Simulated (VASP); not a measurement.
A run of VASP 6.6.1 is set up as follows.

File INCAR:

```
PREC     = Accurate       # precision mode
ENCUT    = 520            # plane-wave cutoff, eV
EDIFF    = 1E-7           # SCF threshold, eV
ISMEAR   = -1             # smearing method
SIGMA    = 0.1            # smearing width, eV
LREAL    = F              # projectors in reciprocal space
LASPH    = T              # aspherical terms in the spheres
NELM     = 80             # most SCF steps
ALGO     = Fast           # electronic algorithm
ISIF     = 2              # what is computed and relaxed
LWAVE    = F              # write WAVECAR
LCHARG   = T              # write CHGCAR
GGA      = CA             # functional
LELF     = T              # ELF
LVHAR    = T            
NBANDS   = 28             # bands
```

KPOINTS

```
regular mesh
0
Gamma
  17 17 5
```

File POSCAR:

```
Pt
1.0
    2.7005492957      0.0000000000      0.0000000000
   -1.3502746479      2.3387442943      0.0000000000
    0.0000000000      0.0000000000      9.0082115516
Pt
4
Direct
    0.0000000000      0.0000000000      0.0000000000
    0.0000000000      0.0000000000      0.5000000000
    0.3333333333      0.6666666667      0.2500000000
    0.6666666667      0.3333333333      0.7500000000
```

Potentials or basis: VASP PAW LDA potentials, release 64 (Pt).

The run is started by

```console
$ cat potpaw_LDA.64/Pt/POTCAR > POTCAR
$ mpirun -np 1 vasp_std > vasp.out
```

Problem. What does it give for the band gap on the k mesh?

Solution. None (metal or under the smearing width).

Problem. Estimate the pressure.

Solution. 14.7 GPa.

Stress tensor (GPa, compression positive):
```
14.82  0.00  0.00
 0.00 14.82  0.00
 0.00  0.00 14.34
```

The run has no spin-orbit coupling, so splittings on Pt are missing.
